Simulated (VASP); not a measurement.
A run of VASP 6.6.1:

INCAR

```
SYSTEM = GaN
PREC = Accurate
ENCUT = 600
EDIFF = 1E-6
ISMEAR = 0
SIGMA = 0.03
LREAL = .False.
LASPH = .True.
NELM = 80
ALGO = Normal
ISIF = 3
LWAVE = .False.
LCHARG = .False.
GGA = PS
IBRION = 2
NSW = 90
EDIFFG = -0.01
KPAR = 4
```

KPOINTS

```
Automatic mesh
0
Gamma
  12 12 5
  0 0 0
```

POSCAR

```
GaN
1.0
    3.1800000000      0.0000000000      0.0000000000
   -1.5900000000      2.7539607840      0.0000000000
    0.0000000000      0.0000000000      5.1660000000
Ga N
2 2
Direct
    0.3333333333      0.6666666667      0.0000000000
    0.6666666667      0.3333333333      0.5000000000
    0.3333333333      0.6666666667      0.3750000000
    0.6666666667      0.3333333333      0.8750000000
```

Potentials or basis: VASP PAW PBE potentials, release 64 (Ga_d, N).

Command:

```bash
$ cat potpaw_PBE.64/Ga_d/POTCAR potpaw_PBE.64/N/POTCAR > POTCAR
$ mpirun -np 4 vasp_std > vasp.out
```

Hardware: 4 MPI ranks on Intel(R) Xeon(R) 6975P-C (Granite Rapids), on a shared host.

Task: Estimate the wall time of this run.

Result: Wall time 63 s on 4 MPI ranks on Intel(R) Xeon(R) 6975P-C (Granite Rapids), on a shared host, peak memory 0.21 GiB a rank. Counts: scf iterations 40, k points 57, ion steps 6.
